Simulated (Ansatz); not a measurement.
LiF, space group Pm-3m, a calculation of the elastic constants

Program: the Ansatz DFT code, driven from Python.

Run as a notebook:

```python
from dataclasses import dataclass

import ansatz
import numpy as np


@dataclass(frozen=True)
class RunConfig:
    filling: str = 'fixed'
    mesh: tuple[int, ...] = (9, 9, 9)
```

```python
opts = RunConfig()

lattice = ansatz.Lattice.of(
    (2.559533, 0.0, 0.0),
    (0.0, 2.559533, 0.0),
    (0.0, 0.0, 2.559533),
)
sites = [
    ('Li', (0.0, 0.0, 0.0)),
    ('F', (0.5, 0.5, 0.5)),
]
xtal = ansatz.Crystal(lattice=lattice)
for symbol, position in sites:
    xtal = xtal.atom(symbol, position)
```

```python
calculation = xtal.calculation()
calculation = calculation.functional(ansatz.Functional.R2SCAN).occupations(opts.filling)
calculation = calculation.basis(37 * ansatz.Ry)
calculation = calculation.kpoints(*opts.mesh)
res = calculation.elastic('clamped-ion', amplitude=0.01).run(threads=1, backend='cpu')
elastic = res.elastic
```

    

```python
print(np.array2string(np.round(elastic.c_gpa, 1) + 0.0, suppress_small=True))
print('Voigt stress of the unstrained cell (GPa, tension positive):', np.round(elastic.sigma0_gpa, 3) + 0.0)
print('smallest eigenvalue of C:', round(elastic.stability.min_eigenvalue_gpa, 1), 'GPa; stable:', elastic.stability.stable)
if elastic.stability.min_eigenvalue_gpa > 0:
    for name, value in elastic.moduli.to_plain().items():
        print(f'{name:14s} {value:9.3f}')
    S = np.linalg.inv(elastic.c_gpa)
    print('Young modulus along x, y, z (GPa):', np.round(1 / np.diag(S)[:3], 1))
    print('linear compressibility along x, y, z (1/TPa):', np.round(1000 * S[:3, :3].sum(axis=1), 2))
```

    [[253.9 -34.6 -34.6   0.    0.    0. ]
     [-34.6 253.9 -34.6   0.    0.    0. ]
     [-34.6 -34.6 253.9   0.    0.    0. ]
     [  0.    0.    0.  -31.7   0.    0. ]
     [  0.    0.    0.    0.  -31.7   0. ]
     [  0.    0.    0.    0.    0.  -31.7]]
    Voigt stress of the unstrained cell (GPa, tension positive): [3.515 3.515 3.515 0.    0.    0.   ]
    smallest eigenvalue of C: -31.7 GPa; stable: False

What to keep in mind:
- The cell stands under -3.5 GPa at these settings.
- The structure comes from a database of computed cells and needn't be a stable or known phase.
- The constants belong to the cell that was strained; where it wasn't relaxed first it may be under stress.
- It ran for 16 s on 1 thread of AMD EPYC 7B13 (Zen 3) (shared host), peak memory 0.44 GiB.

(Lines on the test bed's own set-up are left out of the output.)
